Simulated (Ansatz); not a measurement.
# GaN: the cost of one run

Program: Ansatz 0.2.0. Level of theory: DFT PBE, scalar-relativistic, plane waves, PAW. These are calculated values, not measurements.

1 further run of the same task is left out (set aside as unsound or not needed).

**1. The system as given**

Symmetry: F-43m, No. 216, cubic system. The conventional cell has a = 4.548 Å, b = 4.548 Å, c = 4.548 Å, α = 90.00°, β = 90.00°, γ = 90.00°. Ga (site symmetry -43m) is surrounded by 4 N at 1.97 Å. N (site symmetry -43m) has 4 Ga at 1.97 Å as nearest neighbours.

As a file:

```cif
data_structure
_symmetry_space_group_name_H-M 'F-43m'
_symmetry_Int_Tables_number 216
_cell_length_a 4.5485
_cell_length_b 4.5485
_cell_length_c 4.5485
_cell_angle_alpha 90.000
_cell_angle_beta 90.000
_cell_angle_gamma 90.000
_cell_volume 94.10
loop_
_atom_site_label
_atom_site_type_symbol
_atom_site_symmetry_multiplicity
_atom_site_Wyckoff_symbol
_atom_site_fract_x
_atom_site_fract_y
_atom_site_fract_z
_atom_site_occupancy
Ga1 Ga 4 a 0.00000 0.00000 0.00000 1
N1 N 4 c 0.25000 0.25000 0.25000 1
```

The cell was relaxed beforehand at this level, from a generated guess; it needn't be the stable form of this composition. At a tolerance of 0.02 Å it has space group F-43m (No. 216); it has 11.76 Å³/atom, an uncorrected energy of -0.44 eV/atom over the elements.

**2. Static run: bands, density of states and charges**

Input file input.yaml:

```yaml
crystal:
  lattice:
    - [0.0, 2.2742265177, 2.2742265177]
    - [2.2742265177, 0.0, 2.2742265177]
    - [2.2742265177, 2.2742265177, 0.0]
  atoms:
    - { symbol: Ga, position: [0.0, 0.0, 0.0] }
    - { symbol: "N", position: [0.75, 0.75, 0.75] }
basis:
  ecutwfc: 420
kpoints:
  mp_grid: { grid: [10, 10, 10] }
  band_path:
    path:
      - [[0.0, 0.0, 0.0], [-0.5, -0.5, 0.0], [-0.375, -0.375, 0.25]]
      - [[-0.375, 0.0, 0.375], [0.0, 0.0, 0.0], [0.0, 0.0, 0.5], [-0.5, -0.25, 0.25], [-0.5, -0.5, 0.0]]
    npoints: 14
hamiltonian:
  xc: pbe
scf:
  occupations: { method: gaussian, width: 0.02 }
  n_extra_bands: 6
output:
  forces: true
  stress: true
  eigenvalues: true
  populations: true
  dos: { projected: true, de: 0.02, nscf_kmesh: { grid: [15, 15, 15] } }
  bader: true
  write_density: true
  write_potential: true
  elf: true
  volumetric_format: npy
```

Command:

```console
ansatz run input.yaml --threads 1 --pin off --max-ram 2560MiB --backend cpu --events-out ev --progress --plain --runs-dir out
```

**Question.** How long does this run take on 1 thread of Intel Xeon Platinum 8259CL at 2.50GHz (Skylake/Cascade Lake), shared host, and how much memory does it need?

About 32 s, with a peak of 0.33 GiB.
